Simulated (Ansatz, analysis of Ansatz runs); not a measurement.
## Charge-transition level of Li on a Zn site in ZnO (HSE06)

Subject: Li on a Zn site in ZnO. Wanted: its charge-transition level, in one set-up (HSE06, 32-site cell, PBE lattice, 420 eV, k: the zone centre alone, random start of 0.1 A, relaxed with the hybrid). The model is a cell of 32 host atoms with 1 Zn taken out and 1 Li put in. The level is the Fermi energy at which two charge states have equal formation energy, after a correction for the images of the charge. Exact exchange opens the gap, stiffens bonds and lessens the self-interaction error, at many times the cost.

What was measured. (0/-1) level above the valence-band top: 0.8 eV (“Acceptors in ZnO”, 2015, McCluskey et al.).

Method: plane-wave PAW DFT, HSE06; relaxation of all atoms of a defect supercell, in Ansatz 0.2.0.

Most raw output is cut from this account.

In doubt: the hybrid run may have settled on a false gap or state (step 2), so the values of those runs are not to be relied on.

## 1. The starting structure

The cell holds 32 atoms: 15 Zn, 16 O and 1 Li. Its edges and angles: a = 6.559 Å, b = 6.559 Å, c = 10.587 Å, α = 90.0°, β = 90.0°, γ = 120.0°. It derives from ZnO (space group P6_3mc). Nearest the centre at fractional (0.333, 0.667, 0.500): Li14 at 0.00 Å, O12 at 2.00 Å, O28 at 2.00 Å, O4 at 2.00 Å, O15 at 2.01 Å, Zn13 at 3.25 Å, Zn9 at 3.25 Å, Zn5 at 3.25 Å.

The host's primitive cell comes from a first run (plane-wave PAW DFT, PBE; relaxation of the host's cell and atoms): vectors of 3.280, 3.280 and 5.293 Å. That is 12.33 Å³ an atom, 3.6 % over the diffraction cell's volume. The supercell is built on it.

## 2. Relaxation, charge 0

Every later number rests on the structure around the defect, so the atoms are relaxed at the host's lattice first.

Contents of relax0/input.yaml:

```yaml
relax:
  f_tol: 0.02
  max_steps: 80
  random_displacement: { amplitude: 0.1, seed: 102 }
crystal:
  lattice:
    - [6.55903995, 0.0, 0.0]
    - [-3.27951997, 5.68029522, 0.0]
    - [0.0, 0.0, 10.5865021]
  atoms:
    - { symbol: Zn, position: [0.166666667, 0.333333333, 0.249983552] }
    - { symbol: Zn, position: [0.333333333, 0.166666667, -1.6448e-05] }
    - { symbol: O, position: [0.333333333, 0.166666667, 0.189521448] }
    - { symbol: O, position: [0.166666667, 0.333333333, 0.439521448] }
    - { symbol: Zn, position: [0.166666667, 0.333333333, 0.749983552] }
    - { symbol: Zn, position: [0.333333333, 0.166666667, 0.499983552] }
    - { symbol: O, position: [0.333333333, 0.166666667, 0.689521448] }
    - { symbol: O, position: [0.166666667, 0.333333333, 0.939521448] }
    - { symbol: Zn, position: [0.166666667, 0.833333333, 0.249983552] }
    - { symbol: Zn, position: [0.333333333, 0.666666667, -1.6448e-05] }
    - { symbol: O, position: [0.333333333, 0.666666667, 0.189521448] }
    - { symbol: O, position: [0.166666667, 0.833333333, 0.439521448] }
    - { symbol: Zn, position: [0.166666667, 0.833333333, 0.749983552] }
    - { symbol: Li, position: [0.333333333, 0.666666667, 0.499983552] }
    - { symbol: O, position: [0.333333333, 0.666666667, 0.689521448] }
    - { symbol: O, position: [0.166666667, 0.833333333, 0.939521448] }
    - { symbol: Zn, position: [0.666666667, 0.333333333, 0.249983552] }
    - { symbol: Zn, position: [0.833333333, 0.166666667, -1.6448e-05] }
    - { symbol: O, position: [0.833333333, 0.166666667, 0.189521448] }
    - { symbol: O, position: [0.666666667, 0.333333333, 0.439521448] }
    - { symbol: Zn, position: [0.666666667, 0.333333333, 0.749983552] }
    - { symbol: Zn, position: [0.833333333, 0.166666667, 0.499983552] }
    - { symbol: O, position: [0.833333333, 0.166666667, 0.689521448] }
    - { symbol: O, position: [0.666666667, 0.333333333, 0.939521448] }
    - { symbol: Zn, position: [0.666666667, 0.833333333, 0.249983552] }
    - { symbol: Zn, position: [0.833333333, 0.666666667, -1.6448e-05] }
    - { symbol: O, position: [0.833333333, 0.666666667, 0.189521448] }
    - { symbol: O, position: [0.666666667, 0.833333333, 0.439521448] }
    - { symbol: Zn, position: [0.666666667, 0.833333333, 0.749983552] }
    - { symbol: Zn, position: [0.833333333, 0.666666667, 0.499983552] }
    - { symbol: O, position: [0.833333333, 0.666666667, 0.689521448] }
    - { symbol: O, position: [0.666666667, 0.833333333, 0.939521448] }
  host:
    repeats: [2, 2, 2]
    atoms:
      - { symbol: Zn, position: [0.333333333, 0.666666667, 0.499967103] }
      - { symbol: Zn, position: [0.666666667, 0.333333333, -3.2897e-05] }
      - { symbol: O, position: [0.666666667, 0.333333333, 0.379042897] }
      - { symbol: O, position: [0.333333333, 0.666666667, 0.879042897] }
basis:
  ecutwfc: 420
  xc_grid: 2
hamiltonian:
  xc: hse06
kpoints:
  mp_grid: { grid: [1, 1, 1] }
magnetization:
  spin_polarized: true
  initial_magnetization: 1
  spin_locking: { lock_magnetization: hard }
scf:
  occupations: { method: fermi_dirac, width: 0.01 }
  max_iter: 120
output:
  forces: true
  charged_corrections:
    epsilon: [5.21, 5.21, 5.27]
    static_epsilon: [10.56, 10.56, 11.59]
    defect_position: [0.333333, 0.666667, 0.499984]
  eigenvalues: true
checkpoint:
  write: "../relax0.run"
  compress: false
  write_wavefunctions: true
  write_every: 100000
```

Run with:

```sh
ansatz run input.yaml --threads 4 --pin off --max-ram 7536MiB --backend cpu --events-out ev --progress --plain --runs-dir out
```

It took 7.4 min on 4 threads of AMD EPYC 7R13 (Zen 3), shared host; peak memory 1.3 GiB; 28 min of CPU time.

Step by step:

```tsv
step	energy less that of the first step (eV)	largest force component (eV/Å)
1	0.0000	1.6708
2	-0.8457	1.1880
3	-1.4769	0.3525
4	-1.5791	0.0928
5	-1.5787	0.1298
6	-1.5791	0.0929
7	-1.5788	0.1295
8	-1.5842	0.0212
9	-1.5848	0.0097
```

Relaxation steps 5, 7 were tried and not accepted.

The atoms that moved most (Å, from the sites as typed, ahead of the random displacement, the mean shift of all atoms taken out):

```tsv
atom	dx	dy	dz	length
Li14	-0.001	0.259	0.113	0.283
O4	0.002	-0.205	-0.097	0.227
Zn1	0.000	-0.026	-0.094	0.098
Zn6	0.038	-0.032	0.033	0.060
Zn22	-0.035	-0.034	0.032	0.058
Zn5	0.001	0.044	-0.001	0.044
O15	-0.001	0.017	0.032	0.036
O12	-0.027	0.022	-0.003	0.035
```

Final coordinates:

```xyz
32
Lattice="6.5590 0.0000 0.0000 -3.2795 5.6803 0.0000 0.0000 0.0000 10.5865" Properties=species:S:1:pos:R:3 pbc="T T T"
Zn    0.0011    1.8696    2.5683
Zn    1.6479    0.9422    0.0030
O     1.6570    0.9324    1.9967
O     0.0030    1.6906    4.5724
Zn    0.0021    1.9389    7.9554
Zn    1.6796    0.9169    5.3419
O     1.6420    0.9597    7.3046
O     0.0013    1.8874    9.9623
Zn   -1.6360    4.7266    2.6889
Zn    0.0014    3.7875    0.0082
O     0.0004    3.7634    2.0171
O    -1.6652    4.7578    4.6661
Zn   -1.6215    4.7248    7.9644
Li    0.0007    4.0478    5.4223
O     0.0008    3.8057    7.3480
O    -1.6416    4.7325    9.9636
Zn    3.2824    1.8928    2.6642
Zn    4.9148    0.9408    0.0027
O     4.9055    0.9312    1.9981
O     3.2829    1.8973    4.6743
Zn    3.2819    1.9111    7.9614
Zn    4.8860    0.9144    5.3409
O     4.9213    0.9585    7.3042
O     3.2817    1.8995    9.9460
Zn    1.6369    4.7240    2.6922
Zn    3.2811    3.7908    0.0302
O     3.2802    3.7809    2.0257
O     1.6619    4.7536    4.6683
Zn    1.6245    4.7249    7.9637
Zn    3.2787    3.8132    5.3293
O     3.2812    3.7980    7.3094
O     1.6437    4.7316    9.9632
```

Neighbours of Li14 at the end:

```tsv
atom	distance (Å)
O15	1.941
O28	1.956
O12	1.962
O4	2.506
Zn6	3.011
Zn22	3.012
Zn13	3.091
Zn29	3.091
```

Numbers from this step:

```
free energy                           : -59066.4565 eV
total moment                          : 1 μB
integral of the absolute spin density : 1.244 μB
spin contamination                    : 0.01066
```

The relaxation ends 50 meV an atom lower than the displaced start, with a largest force component of 0.0097 eV/Å.

## 3. Relaxation, charge −1

The input displaces the atoms at random before the relaxation, so that it can leave a symmetric saddle if there is one.

Contents of relax1/input.yaml:

```yaml
relax:
  f_tol: 0.02
  max_steps: 80
  random_displacement: { amplitude: 0.1, seed: 102 }
crystal:
  lattice:
    - [6.55903995, 0.0, 0.0]
    - [-3.27951997, 5.68029522, 0.0]
    - [0.0, 0.0, 10.5865021]
  atoms:
    - { symbol: Zn, position: [0.166666667, 0.333333333, 0.249983552] }
    - { symbol: Zn, position: [0.333333333, 0.166666667, -1.6448e-05] }
[... 1 atom line left out ...]
    - { symbol: O, position: [0.166666667, 0.333333333, 0.439521448] }
    - { symbol: Zn, position: [0.166666667, 0.333333333, 0.749983552] }
    - { symbol: Zn, position: [0.333333333, 0.166666667, 0.499983552] }
[... 2 atom lines left out ...]
    - { symbol: Zn, position: [0.166666667, 0.833333333, 0.249983552] }
[... 2 atom lines left out ...]
    - { symbol: O, position: [0.166666667, 0.833333333, 0.439521448] }
    - { symbol: Zn, position: [0.166666667, 0.833333333, 0.749983552] }
    - { symbol: Li, position: [0.333333333, 0.666666667, 0.499983552] }
    - { symbol: O, position: [0.333333333, 0.666666667, 0.689521448] }
[... 9 atom lines left out ...]
    - { symbol: Zn, position: [0.666666667, 0.833333333, 0.249983552] }
[... 2 atom lines left out ...]
    - { symbol: O, position: [0.666666667, 0.833333333, 0.439521448] }
    - { symbol: Zn, position: [0.666666667, 0.833333333, 0.749983552] }
[... 2 atom lines left out ...]
    - { symbol: O, position: [0.666666667, 0.833333333, 0.939521448] }
  host:
    repeats: [2, 2, 2]
    atoms:
      - { symbol: Zn, position: [0.333333333, 0.666666667, 0.499967103] }
      - { symbol: Zn, position: [0.666666667, 0.333333333, -3.2897e-05] }
      - { symbol: O, position: [0.666666667, 0.333333333, 0.379042897] }
      - { symbol: O, position: [0.333333333, 0.666666667, 0.879042897] }
total_charge: -1
basis:
  ecutwfc: 420
  xc_grid: 2
hamiltonian:
  xc: hse06
kpoints:
  mp_grid: { grid: [1, 1, 1] }
scf:
  occupations: { method: fermi_dirac, width: 0.01 }
  max_iter: 120
output:
  forces: true
  charged_corrections:
    epsilon: [5.21, 5.21, 5.27]
    static_epsilon: [10.56, 10.56, 11.59]
    defect_position: [0.333333, 0.666667, 0.499984]
  eigenvalues: true
checkpoint:
  write: "../relax1.run"
  compress: false
  write_wavefunctions: true
  write_every: 100000
```

It took 99 s on 4 threads; peak memory 0.99 GiB.

Relaxation path:

```tsv
step	energy less that of the first step (eV)	largest force component (eV/Å)
1	0.0000	1.8921
2	-1.0281	1.1443
3	-1.7412	0.2070
4	-1.7595	0.0599
5	-1.7628	0.0354
6	-1.7635	0.0063
```

The atoms that moved most (Å, from the sites as typed, ahead of the random displacement, the mean shift of all atoms taken out):

```tsv
atom	dx	dy	dz	length
O15	0.000	-0.001	0.080	0.080
Zn9	0.006	-0.003	0.062	0.062
Zn25	-0.005	-0.004	0.061	0.062
Zn1	0.000	0.006	0.061	0.061
Li14	0.000	-0.001	-0.039	0.039
Zn22	0.027	-0.016	-0.016	0.035
Zn30	0.000	0.032	-0.015	0.035
Zn6	-0.027	-0.015	-0.015	0.034
```

Final coordinates:

```xyz
32
Lattice="6.5590 0.0000 0.0000 -3.2795 5.6803 0.0000 0.0000 0.0000 10.5865" Properties=species:S:1:pos:R:3 pbc="T T T"
Zn    0.0012    1.9013    2.7239
Zn    1.6390    0.9476    0.0276
O     1.6453    0.9513    2.0072
O     0.0014    1.8741    4.6646
Zn    0.0012    1.9191    7.9351
Zn    1.6144    0.9338    5.2941
O     1.6418    0.9494    7.3076
O     0.0009    1.8866    9.9575
Zn   -1.6323    4.7327    2.7248
Zn    0.0009    3.7887    0.0112
O     0.0012    3.7883    1.9978
O    -1.6561    4.7465    4.6656
Zn   -1.6172    4.7240    7.9341
Li    0.0010    3.7879    5.2699
O     0.0012    3.7881    7.3955
O    -1.6454    4.7404    9.9566
Zn    3.2808    1.8953    2.6905
Zn    4.9229    0.9469    0.0284
O     4.9161    0.9503    2.0080
O     3.2812    1.8958    4.6617
Zn    3.2814    1.8958    7.9355
Zn    4.9476    0.9326    5.2933
O     4.9200    0.9486    7.3066
O     3.2813    1.8960    9.9416
Zn    1.6361    4.7318    2.7241
Zn    3.2813    3.7924    0.0280
O     3.2818    3.7842    2.0077
O     1.6590    4.7453    4.6648
Zn    1.6198    4.7232    7.9348
Zn    3.2808    3.8203    5.2938
O     3.2809    3.7887    7.3075
O     1.6482    4.7394    9.9574
```

Neighbours of Li14 at the end:

```tsv
atom	distance (Å)
O4	2.007
O12	2.007
O28	2.008
O15	2.126
Zn9	3.168
Zn1	3.169
Zn25	3.170
Zn13	3.255
Zn5	3.255
Zn29	3.255
O11	3.272
Zn6	3.279
Zn22	3.279
Zn30	3.279
```

Numbers from this step:

- free energy: -59060.8417 eV

The relaxation ends 55 meV an atom lower than the displaced start, with a largest force component of 0.0063 eV/Å.

## 4. Charge-transition levels

A charged cell feels its images and has its own zero of potential; this step corrects both and places the level between the host's band edges.

This step: place-levels on HSE06 runs: charge-transition levels with image-charge correction and potential alignment at the atomic sites.

Contents of levels.yaml:

```yaml
host:
  run: host.relax.run
states: [relax0.run, relax1.run]
```

Run with:

```sh
ansatz place-levels levels.yaml -- --threads 4 --pin off --max-ram 7536MiB
```

Run time: 0.11 s. Hardware: 4 threads.

Read from the output:

* gap: 2.451 eV

## 5. Summary of results

| Item | Value |
| --- | --- |
| static dielectric constant used | 10.9 |
| band gap of the host | 2.45 eV |
| (0/-1) level above the valence-band top | 0.61 eV |
| time of the whole chain | 16 min on 4 threads |

(0/-1) level above the valence-band top: computed 0.61 eV, measured 0.8 eV; 0.19 eV below the measurement. The level is counted in a gap of 2.45 eV, and the correction is screened by a dielectric constant of 10.9 from a linear-response run on the host (PBE). Limits: the zone centre alone is a coarse sampling for this cell; the periodic copies of the defect are only 6.6 Å apart.

[Logs are printed without paths, hosts, clocks, repeated set-up lines and the standing remarks that a program may print on its own settings, such as how far it seeks lower states.]

[Hosts, paths, dates, database ids (printed as entryN), source tags and the programs' standing remarks are cut or masked in the printed files.]

[For some hosts the program warned that the k-mesh of the response run may be too coarse for force constants and the static dielectric constant; such warnings are not shown here.]
